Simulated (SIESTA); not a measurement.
## Ge: equation of state with LDA

**Measured values to compare with.**

From “Sub-monolayer structures of Ag overlayers on Ge(111): experimental observations and first-principles study”, 2019, arxiv:1908.00180, for a bulk crystal of Ge: bulk modulus 75.8 GPa.

Ge:

```
Ge
1.0
     0.00000    2.82891    2.82891
     2.82891    0.00000    2.82891
     2.82891    2.82891    0.00000
Ge
2
Cartesian
  4.2434 4.2434 4.2434
  2.8289 2.8289 2.8289
```

```yaml
Program: SIESTA 5.4.2
Task: equation of state
Functional: LDA
Potentials_or_basis: PseudoDojo 0.4 standard (LDA files)
Basis: DZP (energy shift 0.003 Ry; two zetas on semicore shells)
Grid_cutoff: 800 Ry
Energy_shift: 0.003 Ry
k_mesh: 8 × 8 × 8
Occupations: fermi-dirac, width 0.05 eV
Spin: no spin polarisation
```

```yaml
Equilibrium_volume: 22.51 Å³/atom
Bulk_modulus: 71 GPa
Pressure_derivative_of_the_bulk_modulus: "4.1 (rough: it moves with the points fitted)"
```

Energy against volume, from the lowest point:
```
volume (Å³/atom)  energy (meV/atom)
          21.281              16.42
          21.733               6.21
          22.186               0.94
          22.639               0.00
          23.092               2.97
          23.545               9.53
          23.997              19.31
```

All runs of the series together: 7.4 min on 1 thread of Intel(R) Xeon(R) 6975P-C (Granite Rapids) (shared host).

Against the measured bulk modulus of Ge, 75.8 GPa (quoted in “Sub-monolayer structures of Ag overlayers on Ge(111): experimental observations and first-principles study”, 2019, arxiv:1908.00180), the calculated 71 GPa is off by -5.9 %. The fit is for a static lattice scaled at fixed shape and fixed fractional positions.

Caveat: the basis of atomic orbitals isn't converged, which shifts pressures, moduli and gaps.
